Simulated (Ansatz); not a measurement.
LiF in the wurtzite structure, relaxed with r2SCAN in Ansatz 0.2.0. It is hexagonal, P6_3mc (No. 186); conventional cell a = 3.081 Å, c = 4.785 Å, 9.83 Å³ an atom. Li has 4 F at 1.86–1.87 Å; F has 4 Li at 1.86–1.87 Å.

The axes x, y and z are those of this cell:
```yaml
crystal:
  lattice:
    - [3.08101, 0.00000, 0.00000]
    - [-1.54051, 2.66824, 0.00000]
    - [0.00000, 0.00000, 4.78534]
  atoms:
    - { symbol: Li, position: [0.33333, 0.66667, 0.99257] }
    - { symbol: Li, position: [0.66667, 0.33333, 0.49257] }
    - { symbol: F, position: [0.33333, 0.66667, 0.38243] }
    - { symbol: F, position: [0.66667, 0.33333, 0.88243] }
```

Unstrained: PBE gives a direct gap of 7.852 eV at Γ. With r2SCAN the gap is 8.583 eV and direct, at Γ. The HSE06 gap is direct at Γ: 10.026 eV. Meshes: PBE 12×12×6, r2SCAN 12×12×6, HSE06 6×6×4. Strains are changes of length per length. After each strain the atoms were relaxed again with r2SCAN within the symmetry that the strain leaves, so tilts or polar shifts that break it weren't tested; points keep the names that they have in the unstrained zone. Spin-unpolarised throughout. Whether this structure exists isn't addressed.

Q: Estimate what isotropic +5.0 % on every length does to the gap.

A: PBE: the gap goes from 7.852 to 7.130 eV (-0.722 eV). r2SCAN: the gap goes from 8.583 to 7.834 eV (-0.749 eV). HSE06: the gap goes from 10.026 to 9.239 eV (-0.787 eV). The r2SCAN energy rises by 34.4 meV an atom.

Q: Estimate what epitaxial +3.0 % in the xy plane, free normal strain -5.84 % does to the gap.

A: PBE: the gap goes from 7.852 to 7.649 eV (-0.203 eV). r2SCAN: the gap goes from 8.583 to 8.376 eV (-0.207 eV). HSE06: the gap goes from 10.026 to 9.811 eV (-0.215 eV). The r2SCAN energy rises by 2.9 meV an atom.

Q: Estimate what uniaxial -5.0 % along x, other directions held does to the gap.

A: PBE: the gap goes from 7.852 to 8.196 eV (+0.344 eV). r2SCAN: the gap goes from 8.583 to 8.940 eV (+0.357 eV). HSE06: the gap goes from 10.026 to 10.397 eV (+0.371 eV). The r2SCAN energy rises by 7.5 meV an atom.

Q: Estimate what uniaxial +0.5 % along z, other directions held does to the gap.

A: PBE: the gap goes from 7.852 to 7.837 eV (-0.015 eV). r2SCAN: the gap goes from 8.583 to 8.568 eV (-0.015 eV). HSE06: the gap goes from 10.026 to 10.010 eV (-0.016 eV). The r2SCAN energy rises by 0.0 meV an atom.

The meshes of the hybrids are coarse, so their gaps aren't converged to the digits shown.
